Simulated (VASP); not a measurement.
Pd: equation of state with LDA

Pd:

```xyz
1
Lattice="0.0000 1.9207 1.9207 1.9207 0.0000 1.9207 1.9207 1.9207 0.0000" Properties=species:S:1:pos:R:3 pbc="T T T"
Pd    0.0000    0.0000    0.0000
```

```json
{"Program": "VASP 6.6.1", "Task": "equation of state", "Functional": "LDA", "Potentials or basis": "VASP PAW LDA potentials, release 64 (Pd)", "Cutoff": "520 eV", "k mesh": "10 × 10 × 10", "Occupations": "fermi-dirac, width 0.05 eV", "Spin": "no spin polarisation", "Ladder": "gaps", "Further INCAR settings": "ALGO = Fast; EDIFF = 1e-06"}
```

The equilibrium volume is 14.17 Å³/atom, the bulk modulus is 227 GPa and the pressure derivative of the bulk modulus is 5.4 (rough: it moves with the points fitted).

Energy against volume, from the lowest point:
| volume (Å³/atom) | energy (meV/atom) |
| --- | --- |
| 13.605 | 17.20 |
| 13.889 | 4.05 |
| 14.172 | 0.00 |
| 14.456 | 4.02 |
| 14.739 | 15.07 |

All runs of the series together: 28 s on 1 thread of AMD EPYC 7R13 Processor (Zen 3) (shared host).
